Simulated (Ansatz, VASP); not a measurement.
# ZnS in two plane-wave programs

Aim: how closely do two programs agree when they are given the same cell, functional and k mesh?

Calculated with Ansatz 0.2.0; plane waves, with VASP 6.6.1 beside it; band structure at HSEsol.

The database entry behind the starting cell differs from later determinations by our own check (about 0.1 % short), so it need not match the best structure at ambient conditions.

## 1. Starting point

Symmetry: F-43m, No. 216, cubic system. Conventional cell: a = 5.404 Å, b = 5.404 Å, c = 5.404 Å, α = 90.00°, β = 90.00°, γ = 90.00°. Zn has 4 S at 2.34 Å nearest. Nearest to S lie 4 Zn at 2.34 Å. Farther neighbours and most contacts between anions are not listed.

## 2. VASP: band structure, HSEsol

The same path points are solved in both programs, so levels can be compared one by one.

Lines of VASP's logs that name or quote its potential files are left out, and so is its time.

The run reads the wave functions of an earlier VASP run, which isn't shown here.

Contents of INCAR:

```
SYSTEM = ZnS
PREC = Accurate
ENCUT = 400
EDIFF = 1E-06
NELM = 100
ISMEAR = 0
SIGMA = 0.02
LREAL = .FALSE.
ALGO = Normal
LHFCALC = .TRUE.
AEXX = 0.25
GGA = PS
HFSCREEN = 0.2
LASPH = .TRUE.
NBANDS = 15
PRECFOCK = Fast
LORBIT = 11
LWAVE = .FALSE.
LCHARG = .FALSE.
KPAR = 4
```

Contents of POSCAR:

```
ZnS
1.0
    0.0000000000      2.7020000000      2.7020000000
    2.7020000000      0.0000000000      2.7020000000
    2.7020000000      2.7020000000      0.0000000000
Zn S
1 1
Direct
    0.2500000000      0.2500000000      0.2500000000
    0.0000000000      0.0000000000      0.0000000000
```

Contents of KPOINTS:

```
Automatic mesh
0
Gamma
5 5 5
0 0 0
```

Contents of KPOINTS_OPT:

```
Line mode
6
Line-mode
Reciprocal
  0.00000000   0.00000000   0.00000000 GAMMA
  0.50000000   0.00000000   0.50000000 X

  0.50000000   0.00000000   0.50000000 X
  0.50000000   0.25000000   0.75000000 W

  0.50000000   0.25000000   0.75000000 W
  0.37500000   0.37500000   0.75000000 K

  0.37500000   0.37500000   0.75000000 K
  0.00000000   0.00000000   0.00000000 GAMMA

  0.00000000   0.00000000   0.00000000 GAMMA
  0.50000000   0.50000000   0.50000000 L

  0.50000000   0.50000000   0.50000000 L
  0.62500000   0.25000000   0.62500000 U

  0.62500000   0.25000000   0.62500000 U
  0.50000000   0.25000000   0.75000000 W

  0.50000000   0.25000000   0.75000000 W
  0.50000000   0.50000000   0.50000000 L

  0.50000000   0.50000000   0.50000000 L
  0.37500000   0.37500000   0.75000000 K

  0.62500000   0.25000000   0.62500000 U
  0.50000000   0.00000000   0.50000000 X
```

The projector-augmented-wave data sets are Zn and S (PBE family, release 64).

Started as:

```sh
> mpirun -np 4 vasp_std
```

Numbers of over 12 decimals in the logs are rounded to 6 here.

The program printed:

```text
[banner, memory and clock lines left out]
running    4 mpi-ranks, on    1 nodes
 distrk:  each k-point on    1 cores,    4 groups
 distr:  one band on    1 cores,    1 groups

 POSCAR found type information on POSCAR ZnS
 POSCAR found :  2 types and       2 ions
|                                                                             |
|               ----> ADVICE to this user running VASP <----                  |
|                                                                             |
|     You enforced a specific xc type in the INCAR file but a different       |
|     [... a line on the potential file left out ...]
|     I HOPE YOU KNOW WHAT YOU ARE DOING!                                     |
|                                                                             |

 LDA part: xc-table for (Slater+PW92), standard interpolation
 found WAVECAR, reading the header
 POSCAR, INCAR and KPOINTS ok, starting setup
 FFT: planning ... GRIDC
 FFT: planning ... GRID_SOFT
 FFT: planning ... GRID
 reading WAVECAR
 the WAVECAR file was read successfully
 initial charge from wavefunction
 entering main loop
       N       E                     dE             d eps       ncg     rms          rms(c)
DAV:   1    -0.889019084142E+01   -0.88902E+01   -0.40636E-01   434   0.243E+01    0.140E+00
DAV:   2    -0.887651426942E+01    0.13677E-01   -0.15886E-01   356   0.841E+00    0.452E-01
DAV:   3    -0.887812301309E+01   -0.16087E-02   -0.15142E-02   370   0.200E+00    0.244E-01
DAV:   4    -0.887821484513E+01   -0.91832E-04   -0.16263E-03   384   0.490E-01    0.127E-01
DAV:   5    -0.887818442461E+01    0.30421E-04   -0.58533E-05   442   0.122E-01    0.752E-02
DAV:   6    -0.887817433997E+01    0.10085E-04   -0.13740E-05   349   0.363E-02    0.448E-02
DAV:   7    -0.887817006308E+01    0.42769E-05   -0.14359E-06   199   0.162E-02    0.269E-02
DAV:   8    -0.887816829273E+01    0.17703E-05   -0.50185E-07   150   0.685E-03    0.167E-02
DAV:   9    -0.887816737720E+01    0.91553E-06   -0.19530E-07   150   0.374E-03
   1 F= -.88781674E+01 E0= -.88781674E+01  d E =-.155476E-24
 Start KPOINTS_OPT (optional k-point list driver)
k-point batch [1-10\60]
       N       E                     dE             ncg
DAV:   1     0.565132575398E+02   -0.39230E+04      300
DAV:   2    -0.870289139997E+03   -0.92680E+03      328
DAV:   3    -0.932553429889E+03   -0.62264E+02      384
DAV:   4    -0.933563321277E+03   -0.10099E+01      405
DAV:   5    -0.933572665384E+03   -0.93441E-02      412
DAV:   6    -0.933572801820E+03   -0.13644E-03      405
DAV:   7    -0.933572804378E+03   -0.25579E-05      374
DAV:   8    -0.933572804471E+03   -0.92223E-07      311
[...]
k-point batch [51-60\60]
       N       E                     dE             ncg
DAV:   1     0.331336255824E+02   -0.57549E+04      300
DAV:   2    -0.913674954306E+03   -0.94681E+03      349
DAV:   3    -0.971900198495E+03   -0.58225E+02      356
DAV:   4    -0.972870671397E+03   -0.97047E+00      398
DAV:   5    -0.972880530006E+03   -0.98586E-02      398
DAV:   6    -0.972880678372E+03   -0.14837E-03      398
DAV:   7    -0.972880681297E+03   -0.29244E-05      359
DAV:   8    -0.972880681430E+03   -0.13310E-06      297
```

From OUTCAR (step 2):

```text
ion  position               nearest neighbor table
   1  0.250  0.250  0.250-   2 2.34   2 2.34   2 2.34   2 2.34
   2  0.000  0.000  0.000-   1 2.34   1 2.34   1 2.34   1 2.34

  LATTYP: Found a face centered cubic cell.
 ALAT       =     5.4040000000

 Subroutine GETGRP returns: Found 24 space group operations
 (whereof 24 operations were pure point group operations)

The static configuration has the point symmetry T_d .

 Found     10 irreducible k-points:

   k-points           NKPTS =     10   k-points in BZ     NKDIM =    125   number of bands    NBANDS=     15

   dimension x,y,z NGX =    28 NGY =   28 NGZ =   28
   dimension x,y,z NGXF=    56 NGYF=   56 NGZF=   56

   ENCUT  =  400.0 eV  29.40 Ry    5.42 a.u.   6.23  6.23  6.23*2*pi/ulx,y,z

   NELECT =      18.0000    total number of electrons

 k-points in reciprocal lattice and weights: Automatic mesh
   0.00000000  0.00000000  0.00000000       0.008
   0.20000000  0.00000000  0.00000000       0.064
   0.40000000  0.00000000  0.00000000       0.064
   0.20000000  0.20000000  0.00000000       0.048
   0.40000000  0.20000000  0.00000000       0.192
  -0.40000000  0.20000000  0.00000000       0.192
  -0.20000000  0.20000000  0.00000000       0.096
   0.40000000  0.40000000  0.00000000       0.048
  -0.40000000  0.40000000  0.00000000       0.096
  -0.40000000  0.40000000  0.20000000       0.192

  exchange ACFDT corr.  =         0.00000000  see jH, gK, PRB 81, 115126

 average (electrostatic) potential at core
       1 -28.5852       2 -85.0113

 E-fermi :   1.4447

 k-point     1 :       0.0000    0.0000    0.0000
  band No.  band energies     occupation
    ...
      5      -6.1419      2.00000
      6      -6.1419      2.00000
      7       1.3048      2.00000
      8       1.3048      2.00000
      9       1.3048      2.00000
     10       4.5057      0.00000
     11       8.9223      0.00000
     12       8.9223      0.00000
     13       8.9223      0.00000
     14      14.5054      0.00000
    ...

 k-point     2 :       0.2000    0.0000    0.0000
  band No.  band energies     occupation
    ...
      5      -6.1434      2.00000
      6      -6.1434      2.00000
      7      -1.0156      2.00000
      8       0.9495      2.00000
      9       0.9495      2.00000
     10       5.8240      0.00000
     11       9.0376      0.00000
     12       9.4686      0.00000
     13       9.4687      0.00000
     14      13.5155      0.00000
    ...

 k-point     3 :       0.4000    0.0000    0.0000
  band No.  band energies     occupation
    ...
      5      -6.1239      2.00000
      6      -6.1239      2.00000
      7      -3.7875      2.00000
      8       0.4571      2.00000
      9       0.4571      2.00000
     10       5.8061      0.00000
     11       9.4929      0.00000
     12       9.4929      0.00000
     13      11.0226      0.00000
     14      14.4199      0.00000
    ...

  energy-cutoff  :      400.00
  volume of cell :       39.45
      direct lattice vectors                 reciprocal lattice vectors
     0.000000000  2.702000000  2.702000000    -0.185048113  0.185048113  0.185048113
     2.702000000  0.000000000  2.702000000     0.185048113 -0.185048113  0.185048113
     2.702000000  2.702000000  0.000000000     0.185048113  0.185048113 -0.185048113

 POSITION                                       TOTAL-FORCE (eV/Angst)
 -----------------------------------------------------------------------------------
      1.35100      1.35100      1.35100        -0.000000     -0.000000      0.000000
      0.00000      0.00000      0.00000         0.000000      0.000000      0.000000
 -----------------------------------------------------------------------------------
    total drift:                               -0.000127     -0.000096     -0.000046

  FREE ENERGIE OF THE ION-ELECTRON SYSTEM (eV)
  ---------------------------------------------------
  free  energy   TOTEN  =        -8.8781673772 eV

  energy  without entropy=       -8.8781673772  energy(sigma->0) =       -8.87816738

 total charge
# of ion       s       p       d       tot
------------------------------------------
    1        0.492   0.477   9.837  10.806
    2        1.302   2.450   0.000   3.752
--------------------------------------------------
tot          1.794   2.927   9.837  14.558

[... 3 further parts left out ...]
```

[end of part 1 of 2]

[Lines on the potential files, build, host, timing and source positions are cut from VASP's logs without a mark.]

[Logs are printed without paths, hosts, clocks, repeated set-up lines and the standing remarks that a program may print on its own settings, such as how far it seeks lower states.]

[Hosts, paths, dates, database ids (printed as entryN), source tags and the programs' standing remarks are cut or masked in the printed files.]
